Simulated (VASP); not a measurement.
Here is a VASP 6.6.1 calculation.

File INCAR:

```
SYSTEM = InAs
PREC = Accurate ; ENCUT = 520
EDIFF = 1E-6 ; ISMEAR = -1
SIGMA = 0.05 ; LREAL = .FALSE.
LASPH = .TRUE. ; NELM = 60
ALGO = Normal ; ISIF = 2
LWAVE = .FALSE. ; LCHARG = .FALSE.
GGA = CA ; NBANDS = 16
```

Contents of KPOINTS:

```
Automatic mesh
0
G
  8 8 8
  0 0 0
```

Contents of POSCAR:

```
InAs
1.0
    0.0000000000      3.0134580761      3.0134580761
    3.0134580761      0.0000000000      3.0134580761
    3.0134580761      3.0134580761      0.0000000000
In As
1 1
Direct
    0.0000000000      0.0000000000      0.0000000000
    0.7500000000      0.7500000000      0.7500000000
```

Potentials or basis: VASP PAW LDA potentials, release 64 (In_d, As).

Command:

```bash
$ cat potpaw_LDA.64/In_d/POTCAR potpaw_LDA.64/As/POTCAR > POTCAR
$ mpirun -np 1 vasp_std > vasp.out
```

**Question.** Predict the band gap on the k mesh.

**Answer.** Zero (filled and empty bands touch).

**Question.** Predict the pressure.

**Answer.** 0.1 GPa.

Caveat: spin-orbit coupling is left out, which moves the levels of the heavy elements.

**What was measured.**

A printed reference work, data compilation reports, for a bulk crystal of InAs at 4.2 K: band gap 0.418 eV (direct).

Against the measured gap of InAs, 0.418 eV (direct; 4.2 K; a printed reference work, data compilation), the calculated 0.00 eV is off by -0.42 eV. Spin-orbit coupling on As, In is left out. The value is that of LDA on a finite k mesh, which can miss the band edges, without temperature or zero-point motion. Semilocal functionals fall short of measured gaps as a rule.
